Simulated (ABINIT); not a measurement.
**AlN (P6_3mc): G0W0 in ABINIT against the screening cutoff in the self-energy**

How does the gap of AlN (P6_3mc) converge in the screening cutoff in the self-energy?

Main program and level: ABINIT 10.8.3; PBE and many-body steps on it, plane waves.

Most raw output is cut from this account.

The database entry behind the starting cell differs from later determinations by our own check (inner coordinate u about 0.002 short), so it need not match the best structure at ambient conditions.

## (1) Set-up

It takes space group P6_3mc (No. 186, hexagonal). The conventional cell has a = 3.113 Å, b = 3.113 Å, c = 4.981 Å, α = 90.00°, β = 90.00°, γ = 120.00°. Nearest to Al lie 4 N at 1.89 Å. Nearest to N lie 4 Al at 1.89 Å. Farther neighbours and most contacts between anions are not listed.

The cell and positions come from the Crystallography Open Database and are kept as given unless a step says otherwise.

## (2) Screening, 6×6×4 mesh, 276 bands, screening to 272.1 eV

This step: ABINIT 10.8.3; RPA screening on PBE, plane waves, norm-conserving pseudopotentials.

The RPA dielectric matrix is built and inverted for each q.

Input file run.abi:

```
acell 3*1.0 Angstrom
rprim 
  3.113000000011 -0.000000000003 0.000000000000
  -1.556500000003 2.695937081992 0.000000000000
  0.000000000000 0.000000000000 4.981000000000
ntypat 2
znucl 13 7
natom 4
typat 1 1 2 2
xred 
  0.333333333333 0.666666666667 0.000000000000
  0.666666666667 0.333333333333 0.500000000000
  0.333333333333 0.666666666667 0.380000000000
  0.666666666667 0.333333333333 0.880000000000
pp_dirpath "pseudos"
pseudos "Al.upf, N.upf"
ecut 36
ngkpt 6 6 4
nshiftk 1
shiftk 0 0 0
kptopt 1
chksymbreak 0
istwfk *1
occopt 1
irdwfk 1
optdriver 3
nband 276
ecuteps 10
inclvkb 2
awtr 1
symchi 1
indata_prefix "in"
outdata_prefix "out"
tmpdata_prefix "tmp"
```

Started as:

```console
OMP_NUM_THREADS=1 mpirun -n 4 abinit run.abi > log
```

The job ended after 11 min (4 MPI ranks of Intel Xeon Platinum 8375C at 2.90GHz (Ice Lake), shared host; peak memory 3 GiB; 43 min of CPU time).

This step gave:

```
ε∞ with local fields, on this mesh, along the program's q direction : 4.213
the same without local fields                                       : 4.643
plasma frequency                                                    : 22.97 eV
plane waves in the screening matrix                                 : 403
```

Local fields lower ε∞ by 9 %.

## (3) 1 Ha

This step: G0W0 on PBE, plane waves, norm-conserving pseudopotentials.

run.abi, as its differences from that of step 2:

```diff
@@ -25,8 +25,15 @@
 irdwfk 1
-optdriver 3
+optdriver 4
 nband 276
-ecuteps 10
-inclvkb 2
-awtr 1
-symchi 1
+gwcalctyp 0
+ecutsigx 36
+symsigma 1
+nkptgw 1
+kptgw 
+  0.0000000000 0.0000000000 0.0000000000
+bdgw 
+  6 10
+ecuteps 1
+irdscr 1
+ppmodel 1
 indata_prefix "in"
```

Elapsed: 4.4 s, on 4 MPI ranks; peak memory 0.75 GiB; 17 s of CPU time.

This step gave:

```
G0W0 gap on the points computed              : 5.323 eV
starting gap on the mesh                     : 4.220 eV
k of the valence top                         : 0, 0, 0
k of the conduction bottom                   : 0, 0, 0
Z at the valence top                         : 0.816
Z at the conduction bottom                   : 0.837
least direct G0W0 gap on the computed points : 5.323 eV
```

## (4) 2 Ha

run.abi, as its differences from that of step 3:

```diff
@@ -35,3 +35,3 @@
   6 10
-ecuteps 1
+ecuteps 2
 irdscr 1
```

The job ended after 4.7 s (4 MPI ranks; peak memory 0.71 GiB; 18 s of CPU time).

This step gave:

```
G0W0 gap on the points computed              : 5.327 eV
starting gap on the mesh                     : 4.220 eV
k of the valence top                         : 0, 0, 0
k of the conduction bottom                   : 0, 0, 0
Z at the valence top                         : 0.809
Z at the conduction bottom                   : 0.832
least direct G0W0 gap on the computed points : 5.327 eV
```

## (5) 3.5 Ha

The self-energy is evaluated for the states that the input lists, and the levels follow from it, in one-shot runs by the linearised quasiparticle equation.

run.abi, as its differences from that of step 4:

```diff
@@ -35,3 +35,3 @@
   6 10
-ecuteps 2
+ecuteps 3.5
 irdscr 1
```

Wall time 8.6 s (4 MPI ranks); peak memory 1.2 GiB; 34 s of CPU time.

This step gave:

```
G0W0 gap on the points computed              : 5.528 eV
starting gap on the mesh                     : 4.220 eV
k of the valence top                         : 0, 0, 0
k of the conduction bottom                   : 0, 0, 0
least direct G0W0 gap on the computed points : 5.528 eV
```

The gap on the mesh goes from 4.22 eV to 5.53 eV, a correction of +1.31 eV.

## (6) 5 Ha

run.abi, as its differences from that of step 5:

```diff
@@ -35,3 +35,3 @@
   6 10
-ecuteps 3.5
+ecuteps 5
 irdscr 1
```

Wall time 12 s (4 MPI ranks); peak memory 1.6 GiB; 45 s of CPU time.

Numbers from this step:

- G0W0 gap on the points computed: 5.577 eV
- starting gap on the mesh: 4.220 eV
- k of the valence top: 0, 0, 0
- k of the conduction bottom: 0, 0, 0
- least direct G0W0 gap on the computed points: 5.577 eV

Against the run before, the gap moves by +0.049 eV.

## (7) 7.5 Ha

run.abi, as its differences from that of step 6:

```diff
@@ -35,3 +35,3 @@
   6 10
-ecuteps 5
+ecuteps 7.5
 irdscr 1
```

It took 30 s on 4 MPI ranks; peak memory 2.3 GiB; 2 min of CPU time.

This step gave:

```yaml
g0w0_gap_on_the_points_computed: 5.645 eV
starting_gap_on_the_mesh: 4.220 eV
k_of_the_valence_top: 0, 0, 0
k_of_the_conduction_bottom: 0, 0, 0
least_direct_g0w0_gap_on_the_computed_points: 5.645 eV
```

Against the run before, the gap moves by +0.068 eV.

## (8) 10 Ha

run.abi, as its differences from that of step 7:

```diff
@@ -35,3 +35,3 @@
   6 10
-ecuteps 7.5
+ecuteps 10
 irdscr 1
```

Run time: 58 s. Hardware: 4 MPI ranks; peak memory 3.4 GiB; 3.8 min of CPU time.

This step gave:

```
G0W0 gap on the points computed              : 5.643 eV
starting gap on the mesh                     : 4.220 eV
k of the valence top                         : 0, 0, 0
k of the conduction bottom                   : 0, 0, 0
least direct G0W0 gap on the computed points : 5.643 eV
```

Against the run before, the gap moves by −0.002 eV.

## (9) Side by side

Times are wall times on 4 MPI ranks of Intel Xeon Platinum 8375C at 2.90GHz (Ice Lake), shared host, good to a factor of about two. A run's time includes the screening step that it read.

| run | mesh | bands | screening cutoff (eV) | DFT gap (eV) | gap on the mesh (eV) | direct (eV) | ε∞ used | time |
| --- | --- | --- | --- | --- | --- | --- | --- | --- |
| 1 Ha | 6×6×4 | 276 | 27.2 | 4.220 | 5.323 | 5.323 | 4.21 | 11 min |
| 2 Ha | 6×6×4 | 276 | 54.4 | 4.220 | 5.327 | 5.327 | 4.21 | 11 min |
| 3.5 Ha | 6×6×4 | 276 | 95.2 | 4.220 | 5.528 | 5.528 | 4.21 | 11 min |
| 5 Ha | 6×6×4 | 276 | 136.1 | 4.220 | 5.577 | 5.577 | 4.21 | 11 min |
| 7.5 Ha | 6×6×4 | 276 | 204.1 | 4.220 | 5.645 | 5.645 | 4.21 | 11 min |
| 10 Ha | 6×6×4 | 276 | 272.1 | 4.220 | 5.643 | 5.643 | 4.21 | 12 min |

## (10) Outcome

* 1 Ha: 5.323 eV
* 2 Ha: 5.327 eV
* 3.5 Ha: 5.528 eV
* 5 Ha: 5.577 eV
* 7.5 Ha: 5.645 eV
* 10 Ha: 5.643 eV
* known limits: not at the basis limit

What this shows: The setting moved: screening cutoff in the self-energy. From 1 Ha to 10 Ha the gap moves by +0.32 eV. It holds to 0.03 eV from 7.5 Ha on. Bands and screening cutoff are coupled, so a series along one setting does not show full convergence. Bands and cutoff are finite, so the gap is not at the basis limit. The miss can reach some tenths of an eV and take either sign; the mesh is an error of its own. In the G0W0 runs levels were corrected at 1 k point alone, so a gap called «on the mesh» is the least over those, and an edge elsewhere would be missed.

[Paths, hosts, dates, memory and timing lines, banners, echoed tables and standing remarks are left out of the program output.]

[Logs are printed without paths, hosts, clocks, repeated set-up lines and the standing remarks that a program may print on its own settings, such as how far it seeks lower states.]

[Runs of the session that timed out or met a known fault of the program may be left out.]

[Hosts, paths, dates, database ids (printed as entryN), source tags and the programs' standing remarks are cut or masked in the printed files.]

[G0W0 gaps are taken among the corrected bands and points alone; a level outside them can change the order at an edge.]

[Where Ansatz stands beside ABINIT at settings called matched, ABINIT's density can come from a denser mesh and the files from another edition; pairs whose starting gaps differed by over 0.03 eV were left out, so agreement reads better than it is.]
